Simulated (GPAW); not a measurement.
Crystal: MoP.

```
CELL_PARAMETERS angstrom
3.22300 0.00000 0.00000
-1.61150 2.79120 0.00000
0.00000 0.00000 3.19100
ATOMIC_POSITIONS crystal
Mo 0.00000 0.00000 0.00000
P 0.33333 0.66667 0.50000
```

```yaml
Program: GPAW 26.7.0
Task: relaxation of cell and atoms
Functional: BLYP
Dispersion: D3(BJ)
Potentials_or_basis: PAW data sets generated in the run's folder for this functional
Cutoff: 600 eV
Basis: pw
k_mesh: 10 × 10 × 8
Occupations: fermi-dirac, width 0.05 eV
Spin: no spin polarisation
```

At the start: pressure -3.4 GPa; volume 14.35 Å³/atom.

Task: Where does the relaxation end?

Result: Over 9 steps the energy falls by 2.2 meV/atom and the volume is 14.14 Å³/atom (-1.5 %); space group P-6m2 (No. 187, to 0.05 Å).

The path:
| step | energy change (eV) | largest force (eV/Å) | pressure (GPa) | volume (Å³) |
| --- | --- | --- | --- | --- |
| 1 | 0.0000 | 0.0000 | -3.37 | 28.71 |
| 2 | -0.0023 | 0.0000 | -2.37 | 28.58 |
| 3 | -0.0043 | 0.0000 | -0.62 | 28.36 |
| 4 | -0.0037 | 0.0000 | 1.38 | 28.12 |
| 5 | -0.0038 | 0.0000 | 1.28 | 28.13 |
| 6 | -0.0040 | 0.0000 | 1.07 | 28.15 |
| 7 | -0.0042 | 0.0000 | 0.77 | 28.19 |
| 8 | -0.0044 | 0.0000 | 0.42 | 28.23 |
| 9 | -0.0044 | 0.0000 | 0.04 | 28.28 |

Final structure:
```cif
data_structure
_symmetry_space_group_name_H-M 'P 1'
_symmetry_Int_Tables_number 1
_cell_length_a 3.2091
_cell_length_b 3.2091
_cell_length_c 3.1706
_cell_angle_alpha 90.000
_cell_angle_beta 90.000
_cell_angle_gamma 120.000
_cell_volume 28.28
loop_
_atom_site_label
_atom_site_type_symbol
_atom_site_fract_x
_atom_site_fract_y
_atom_site_fract_z
_atom_site_occupancy
Mo1 Mo 0.00000 0.00000 0.00000 1
P1 P 0.33333 0.66667 0.50000 1
```

Caveat: later steps reuse the first step's grids; pairwise dispersion overbinds metals, which lowers pressure and volume.
